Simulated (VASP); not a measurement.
# ZnSe (F-43m) in VASP: dielectric tensor with r2SCAN

Aim: the dielectric tensor of ZnSe with r2SCAN.

All numbers are computed with VASP 6.6.1; they aren't measurements. Logs are shortened: lines on timing, memory, paths and dates and some standing lists are left out, and cuts for length are marked.

**What was measured.**

“Alloy Disordering Effects on the Thermal Conductivity and Energy Gap Temperature Dependence of Cd1−xZnxSe Ternary Crystals Grown by the Bridgman Method”, 2023, pmc:10253836 reports, for a bulk crystal of ZnSe at 300 K: band gap 2.695 ± 0.003 eV (an exciton energy, a little under the gap).

From a printed reference work, textbook, for a bulk crystal of ZnSe: high-frequency dielectric constant 5.9.

The results are compared with them further down.

### 1 The structure

It takes space group F-43m (No. 216, cubic). Conventional cell: a = 5.640 Å, b = 5.640 Å, c = 5.640 Å, α = 90.00°, β = 90.00°, γ = 90.00°. Zn (site symmetry -43m) has 4 Se at 2.44 Å as nearest neighbours. Se (site symmetry -43m) has 4 Zn at 2.44 Å as nearest neighbours.

The cell is a database's computed one.

### 2 Dielectric tensor, r2SCAN

Input file INCAR:

```
PREC = Accurate ; ENCUT = 520
EDIFF = 1E-8 ; ISMEAR = 0
SIGMA = 0.02 ; LREAL = False
LASPH = True ; NELM = 80
ALGO = Normal ; ISIF = 2
LWAVE = False ; LCHARG = False
METAGGA = R2SCAN ; LMIXTAU = True
LCALCEPS = True
```

Input file KPOINTS:

```
regular mesh
0
Gamma
  8 8 8
```

Input file POSCAR:

```
ZnSe
1.0
    0.0000000000      2.8202400000      2.8202400000
    2.8202400000      0.0000000000      2.8202400000
    2.8202400000      2.8202400000      0.0000000000
Zn Se
1 1
Direct
    0.0000000000      0.0000000000      0.0000000000
    0.2500000000      0.2500000000      0.2500000000
```

Potentials or basis: VASP PAW PBE potentials, release 64 (Zn, Se).

Launch:

```console
$ cat potpaw_PBE.64/Zn/POTCAR potpaw_PBE.64/Se/POTCAR > POTCAR
$ mpirun -np 1 vasp_std > vasp.out
```

OUTCAR:

```text
PREC = Accurate
   ENCUT = 520
   EDIFF = 1E-8
   ISMEAR = 0
   LREAL = False
   LASPH = True
   NELM = 80
   ISIF = 2
   METAGGA = R2SCAN

 ion  position               nearest neighbor table
   1  0.000  0.000  0.000-   2 2.44   2 2.44   2 2.44   2 2.44
   2  0.250  0.250  0.250-   1 2.44   1 2.44   1 2.44   1 2.44

  LATTYP: Found a face centered cubic cell.
 ALAT       =     5.6404800000

  Lattice vectors:

 A1 = (   0.0000000000,   2.8202400000,   2.8202400000)
 A2 = (   2.8202400000,   0.0000000000,   2.8202400000)
 A3 = (   2.8202400000,   2.8202400000,   0.0000000000)

Analysis of symmetry for initial positions (statically):
=====================================================================
 Subroutine PRICEL returns:
 Original cell was already a primitive cell.

 Routine SETGRP: Setting up the symmetry group for a
 face centered cubic supercell.

 Subroutine GETGRP returns: Found 24 space group operations
 (whereof 24 operations were pure point group operations)
 out of a pool of 48 trial point group operations.

The static configuration has the point symmetry T_d .

Analysis of symmetry for dynamics (positions and initial velocities):
=====================================================================
 Subroutine PRICEL returns:
 Original cell was already a primitive cell.

 Routine SETGRP: Setting up the symmetry group for a
 face centered cubic supercell.

 Subroutine GETGRP returns: Found 24 space group operations
 (whereof 24 operations were pure point group operations)
 out of a pool of 48 trial point group operations.

The dynamic configuration has the point symmetry T_d .

 Subroutine INISYM returns: Found 24 space group operations
 (whereof 24 operations are pure point group operations),
 and found     1 'primitive' translations

----------------------------------------------------------------------------------------

                                     Primitive cell

  volume of cell :      44.8630

  direct lattice vectors                    reciprocal lattice vectors
     0.000000000  2.820240000  2.820240000    -0.177289876  0.177289876  0.177289876
     2.820240000  0.000000000  2.820240000     0.177289876 -0.177289876  0.177289876
     2.820240000  2.820240000  0.000000000     0.177289876  0.177289876 -0.177289876

  length of vectors
     3.988421657  3.988421657  3.988421657     0.307075073  0.307075073  0.307075073

  position of ions in fractional coordinates (direct lattice)
     0.000000000  0.000000000  0.000000000
     0.250000000  0.250000000  0.250000000

  ion indices of the primitive-cell ions
   primitive index   ion index
                 1           1
                 2           2

----------------------------------------------------------------------------------------

 KPOINTS: regular mesh

Automatic generation of k-mesh.
 Grid dimensions read from file:
 generate k-points for:    8    8    8

 Generating k-lattice:

  Cartesian coordinates                     Fractional coordinates (reciprocal lattice)
    -0.022161235  0.022161235  0.022161235     0.125000000  0.000000000  0.000000000
     0.022161235 -0.022161235  0.022161235     0.000000000  0.125000000  0.000000000
     0.022161235  0.022161235 -0.022161235     0.000000000  0.000000000  0.125000000

  Length of vectors
     0.038384384  0.038384384  0.038384384

  Shift w.r.t. Gamma in fractional coordinates (k-lattice)
     0.000000000  0.000000000  0.000000000

 Subroutine IBZKPT returns following result:
 ===========================================

 Found     29 irreducible k-points:

 Following reciprocal coordinates:
[... 34 lines left out ...]
 SYSTEM =  unknown system
   PREC   = accura    normal or accurate (medium, high low for compatibility)
   ISTART =      0    job   : 0-new  1-cont  2-samecut
   ICHARG =      2    charge: 1-file 2-atom 10-const
   ISPIN  =      1    spin polarized calculation?
   LNONCOLLINEAR =      F non collinear calculations
   LSORBIT =      F    spin-orbit coupling
   LASPH  =      T    aspherical Exc in radial PAW
   ENCUT  =  520.0 eV  38.22 Ry    6.18 a.u.   7.42  7.42  7.42*2*pi/ulx,y,z
   NELM   =     80;   NELMIN=  2; NELMDL= -5     # of ELM steps
   EDIFF  = 0.1E-07   stopping-criterion for ELM
   LREAL  =      F    real-space projection
   EDIFFG = 0.1E-06   stopping-criterion for IOM
   NSW    =      0    number of steps for IOM
   IBRION =     -1    ionic relax: 0-MD 1-quasi-New 2-CG
   NFREE  =      0    steps in history (QN), initial steepest desc. (CG)
   ISIF   =      2    stress and relaxation
   ISYM   =      2    0-nonsym 1-usesym 2-fastsym
   POTIM  = 0.5000    time-step for ionic-motion
   TEBEG  =    0.0;   TEEND  =   0.0 temperature during run
   PSTRESS=    0.0 pullay stress
   NELECT =      18.0000    total number of electrons
   NUPDOWN=      -1.0000    fix difference up-down
   EMIN   =  10.00;   EMAX   =-10.00  energy-range for DOS
   EFERMI =   0.00;   METHOD = LEGACY
   ISMEAR =     0;   SIGMA  =   0.02  broadening in eV -4-tet -1-fermi 0-gaus
   EFERMI_NEDOS =   21; number of points for ismear=-14 and -15
   IALGO  =     38    algorithm
   IMIX   =      4    mixing-type and parameters
     AMIX     =   0.40;   BMIX     =  1.00
     AMIX_MAG =   1.60;   BMIX_MAG =  1.00
  volume/ion in A,a.u.               =      22.43       151.38
  Fermi-wavevector in a.u.,A,eV,Ry     =   1.207451  2.281752 19.836457  1.457938
  Thomas-Fermi vector in A             =   2.343089
   LORBIT       =      0    0 simple, 1 ext, 2 COOP (PROOUT), +10 PAW based schemes
   METAGGA = R2SCAN    functional components
   LHFCALC =     F    Hartree Fock is set to
   AEXX    =    0.0000 exact exchange contribution
   IVDW    =     0    specifies the selected vdW correction
   LEPSILON=     F    determine dielectric tensor
   LRPA    =     F    only Hartree local field effects (RPA)
   LRPA       =     F
 non-spin polarized calculation
 Gauss-broadening in eV      SIGMA  =   0.02
  energy-cutoff  :      520.00
  volume of cell :       44.86
 maximum number of plane-waves:      1243
 NGX is ok and might be reduce to    30
   NGX = 15   NGY = 15   NGZ = 15

 number of electron      18.0000001 magnetization

 Free energy of the ion-electron system (eV)
  ---------------------------------------------------
  ext. energy  EPLUGINS =         0.00000000
  ---------------------------------------------------
  free energy    TOTEN  =       -24.90755283 eV

  energy without entropy =      -24.90755283  energy(sigma->0) =      -24.90755283

 E-fermi :   1.5129     XC(G=0):  -9.9904

 val. band max:        1.4236950681   @ k =   0.0000   0.0000   0.0000
 cond. band min:   10000.0000000000   @ k =   0.0000   0.0000   0.0000
 fundamental gap:   9998.5763049319
 Fermi energy:         1.5128897303

 k-point     1 :       0.0000    0.0000    0.0000
  band No.  band energies     occupation
      1     -12.3871      2.00000
      2      -5.3238      2.00000
      3      -5.3232      2.00000
      4      -5.3227      2.00000
      5      -4.9013      2.00000
      6      -4.9013      2.00000
      7       1.4233      2.00000
      8       1.4235      2.00000
      9       1.4237      2.00000
     10   10000.0000      0.00000
     11   10000.0000      0.00000
     12   10000.0000      0.00000
     13   10000.0000      0.00000
[... 354 lines left out ...]
  band No.  band energies     occupation
      1     -11.4059      2.00000
      2      -5.2055      2.00000
      3      -5.1665      2.00000
      4      -4.9387      2.00000
      5      -4.8953      2.00000
      6      -4.6886      2.00000
      7      -3.6095      2.00000
      8      -1.0558      2.00000
      9      -0.1013      2.00000
     10   10000.0000      0.00000
     11   10000.0000      0.00000
     12   10000.0000      0.00000
     13   10000.0000      0.00000

 [... further k-points ...]

------------------------ aborting loop because EDIFF is reached ----------------------------------------

            Ionic dipole moment: p[ion]=(     8.46072     8.46072     8.46072 ) |e| Angst

 Total electronic dipole moment: p[elc]=(     0.00651     0.00651     0.01963 ) |e| Angst

 MACROSCOPIC STATIC DIELECTRIC TENSOR (including local field effects)
 ------------------------------------------------------
           6.295319     0.000000     0.000000
           0.000000     6.295319     0.000000
           0.000000    -0.000000     6.295319
 ------------------------------------------------------

 PIEZOELECTRIC TENSOR (including local field effects) (e Angst)
          XX          YY          ZZ          XY          YZ          ZX
  --------------------------------------------------------------------------------
  x    -0.00000    -0.00000    -0.00000    -0.00000    -1.88899     0.00000
  y     0.00000     0.00000     0.00000     0.00000     0.00000    -1.88899
  z     0.00000     0.00000     0.00000    -1.88899    -0.00000    -0.00000

 PIEZOELECTRIC TENSOR (including local field effects) (C/m^2)
          XX          YY          ZZ          XY          YZ          ZX
  --------------------------------------------------------------------------------
  x    -0.00000    -0.00000    -0.00000    -0.00000    -0.67461     0.00000
  y     0.00000     0.00000     0.00000     0.00000     0.00000    -0.67461
  z     0.00000     0.00000     0.00000    -0.67461    -0.00000    -0.00000

 BORN EFFECTIVE CHARGES (including local field effects) (in |e|, cummulative output)
 ---------------------------------------------------------------------------------
 ion    1
    1     2.03187     0.00000    -0.00000
    2     0.00000     2.03187     0.00000
    3    -0.00000     0.00000     2.03187
 ion    2
    1    -2.03187     0.00000     0.00000
    2     0.00000    -2.03187     0.00000
    3    -0.00000     0.00000    -2.03187

  FORCE on cell =-STRESS in cart. coord.  units (eV):
  Direction    XX          YY          ZZ          XY          YZ          ZX
  --------------------------------------------------------------------------------------
  -------------------------------------------------------------------------------------
  Total        0.2785890      0.2785890      0.2785890      0.0000000      0.0000000      0.0000000
  in kB        9.9491588      9.9491588      9.9491588      0.0000000      0.0000000      0.0000000
  external PRESSURE =       9.9491588 kB  Pullay stress =       0.0000000 kB

 VOLUME and BASIS-vectors are now :
 -----------------------------------------------------------------------------
  energy-cutoff  :      520.00
  volume of cell :       44.86
      direct lattice vectors                 reciprocal lattice vectors
     0.000000000  2.820240000  2.820240000    -0.177289876  0.177289876  0.177289876
     2.820240000  0.000000000  2.820240000     0.177289876 -0.177289876  0.177289876
     2.820240000  2.820240000  0.000000000     0.177289876  0.177289876 -0.177289876

 POSITION                                       TOTAL-FORCE (eV/Angst)
 -----------------------------------------------------------------------------------
      0.00000      0.00000      0.00000        -0.000000     -0.000000     -0.000000
      1.41012      1.41012      1.41012         0.000000      0.000000      0.000000
 -----------------------------------------------------------------------------------
    total drift:                                0.000025      0.000025      0.000025

  FREE ENERGIE OF THE ION-ELECTRON SYSTEM (eV)
  ---------------------------------------------------
  free  energy   TOTEN  =       -24.9075528265 eV

  energy  without entropy=      -24.9075528265  energy(sigma->0) =      -24.90755283
```

It took 60 min on 1 thread of Intel Xeon Platinum 8488C (Sapphire Rapids), shared host; peak memory 0.51 GiB.

What came out:

```
Band gap on the k mesh                  : 1.93 eV, direct
Electronic dielectric tensor (diagonal) : 6.30
Born charges (mean of the diagonal)     : Zn +2.03; Se -2.03 e
```

Electronic dielectric tensor:
```
6.30 0.00 0.00
0.00 6.30 0.00
0.00 0.00 6.30
```

Born effective charge tensors (e):
atom 1, Zn
```
2.03 0.00 0.00
0.00 2.03 0.00
0.00 0.00 2.03
```
atom 2, Se
```
-2.03  0.00  0.00
 0.00 -2.03  0.00
 0.00  0.00 -2.03
```

Dipole moments of the cell (e·Å, modulo the quantum): ionic 8.461, 8.461, 8.461; electronic 0.007, 0.007, 0.020

Caveat: the PAW data sets were made with another functional, which shifts forces and pressure a little.

### 3 How close it comes

Step 2. Against the measured gap of ZnSe, 2.695 eV (an exciton energy, a little under the gap; 300 K; “Alloy Disordering Effects on the Thermal Conductivity and Energy Gap Temperature Dependence of Cd1−xZnxSe Ternary Crystals Grown by the Bridgman Method”, 2023, pmc:10253836), the calculated 1.93 eV is off by -0.76 eV. Spin-orbit coupling on Se is left out. The value is that of r2SCAN, without temperature or zero-point motion. The cell is a database's relaxed one, not the measured one, which moves gaps too. Against the measured high-frequency dielectric constant of ZnSe, 5.9 (a printed reference work, textbook), the calculated 6.30 is off by +6.7 %.
